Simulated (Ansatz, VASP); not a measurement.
P: VASP beside Ansatz

```
CELL_PARAMETERS angstrom
4.82842 0.00000 0.00000
0.00000 4.82842 0.00000
0.00000 0.00000 2.28055
ATOMIC_POSITIONS crystal
P 0.00000 0.00000 0.00000
P 0.00000 0.50000 0.00000
P 0.50000 0.00000 0.00000
```

Alike in both runs: functional PBE; k mesh 4 × 4 × 8; occupations gaussian, width 0.1 eV; no spin polarisation.

Ansatz relaxed the structure, and its values are those at the end. VASP's run is a single point on that final structure, the one shown.

|  | VASP | Ansatz |
| --- | --- | --- |
| version | VASP 6.6.1 | Ansatz 0.2.0 |
| potentials or method | VASP PAW PBE potentials, release 64 (P) | scalar-relativistic, plane waves, PAW |
| plane-wave cutoff (eV) | 520 | 420 |
| valence electrons in the cell | 15 | 15 |

Ansatz gave:

| Item | Value |
| --- | --- |
| gap on the k mesh at the Fermi level (eV) | none |
| pressure (GPa) | 0.1 |

Q: Estimate VASP's values.

A: gap on the k mesh at the Fermi level (eV): none; pressure (GPa): -0.2.

A gap of «none» marks a metal or a gap that the smearing closes. The functional is the same, so the differences come from potentials, cutoffs and numerics.
